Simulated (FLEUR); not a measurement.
# C under changes of volume

One of the cells (5.672 Å³/atom); the others are scaled copies at fixed shape and fractional positions:

```xyz
2
Lattice="0.0000 1.7834 1.7834 1.7834 0.0000 1.7834 1.7834 1.7834 0.0000" Properties=species:S:1:pos:R:3 pbc="T T T"
C     2.6751    2.6751    2.6751
C     1.7834    1.7834    1.7834
```

This isn't the form of C at room conditions, which is graphite.

| Quantity | Value |
| --- | --- |
| Program | FLEUR MaX-R8.1 (later development tree) |
| Functional | revPBE |
| Potentials or basis | all-electron |
| Basis | FLAPW |
| Kmax | 5.5 1/bohr |
| k mesh | 13 × 13 × 13 |
| Occupations | fermi-dirac, width 0.05 eV |
| Spin | no spin polarisation |

```tsv
volume (Å³/atom)	energy over the lowest point (meV/atom)	gap on the mesh (eV)
5.332	45.02	4.27
5.445	?	?
5.672	0.00	4.14
5.899	2.71	4.06
6.012	12.23	4.02
```

Q: What does the run at 5.445 Å³/atom give?

A: Energy over the lowest point 22.60 meV/atom; gap on the mesh 4.23 eV.

Worked out: A Birch-Murnaghan fit of order 2 (a polynomial in V^(-2/3)) to the other rows has its minimum at 5.76 Å³/atom with B0 = V·E''(V) = 421 GPa. It gives 22.59 meV/atom at 5.445 Å³/atom, against the run's 22.60. A straight line through the other rows of the gap, of slope -2.08 eV per unit of ln V, gives 4.23 eV, against the run's 4.23.

Energies are extrapolated to zero smearing.

Caveats: an odd mesh through Γ misses points on the zone boundary, where band edges often lie.
